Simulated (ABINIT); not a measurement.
Crystal: Bi.

```xyz
1
Lattice="-1.9814 1.9814 1.9814 1.9814 -1.9814 1.9814 1.9814 1.9814 -1.9814" Properties=species:S:1:pos:R:3 pbc="T T T"
Bi    0.0000    0.0000    0.0000
```

This isn't the form of Bi at room conditions, which is rhombohedral.

Base run:

| Property | Result |
| --- | --- |
| Program | ABINIT 10.8.3 (patched build) |
| Functional | LDA |
| Potentials or basis | PseudoDojo NC SR LDA v0.4 stringent |
| Cutoff | 871 eV |
| k mesh | 7 × 7 × 7 |
| Occupations | fermi-dirac, width 0.05 eV |
| Spin | no spin polarisation |

Its results: band gap on the k mesh none (metal or under the smearing width); pressure -7.2 GPa.

Question: The run is repeated on the same cell with these changes: functional from LDA to PBEsol; potentials or basis from PseudoDojo NC SR LDA v0.4 stringent to PseudoDojo NC SR PBEsol v0.4.1 standard; cutoff from 871 eV to 789 eV; valence electrons from 23 to 15. What comes out?

Answer: Band gap on the k mesh none (metal or under the smearing width); pressure -1.8 GPa.

Caveats: spin-orbit coupling is left out, which moves the levels of the heavy elements.

Not every run made on this cell is shown here.
